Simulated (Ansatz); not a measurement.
Equation of state of Zr

```xyz
1
Lattice="-1.8100 1.8100 1.8100 1.8100 -1.8100 1.8100 1.8100 1.8100 -1.8100" Properties=species:S:1:pos:R:3 pbc="T T T"
Zr    0.0000    0.0000    0.0000
```

The geometry is COD entry 9008559, unchecked; take it as a test cell.

All numbers are computed: DFT, LDA, all-electron LAPW, scalar-relativistic (Ansatz 0.2.0); DFT, LDA, PAW with Ansatz's default frozen-core files, scalar-relativistic (Ansatz 0.2.0).

For LAPW: a Γ-centred 16×16×16 k mesh, Fermi–Dirac smearing of 0.03 eV, basis error target 0.5 meV/atom, no spin polarisation. PAW takes a cutoff of 420 eV at this cell (files made with PBE, cores remade for this functional). The Ansatz runs share mesh, smearing and spin set-up. Plane-wave (PAW) pressures include the program's estimate of the Pulay term.

The cell above is scaled evenly, with fractional coordinates and shape held.

```csv
V/V(cell),V (Å³/atom),"P, LAPW (GPa)","P, PAW (GPa)","free energy over the lowest listed, PAW (meV/atom)"
0.9400,22.296,-4.94,-4.96,0.0
0.9600,22.770,-6.62,-6.64,17.2
0.9800,23.245,-8.15,-8.17,39.2
0.9900,23.482,-8.86,-8.88,51.8
1.0000,23.719,-9.53,-9.56,65.5
1.0100,23.956,-10.18,-10.20,80.1
1.0200,24.193,-10.80,-10.82,95.6
1.0400,24.668,-11.95,-11.97,129.4
1.0600,25.142,?,?,?
```

Q: Fill in the row V/V(cell) = 1.0600.

A: P, LAPW (GPa) = -13.01, P, PAW (GPa) = -13.02, free energy over the lowest listed, PAW (meV/atom) = 166.4.
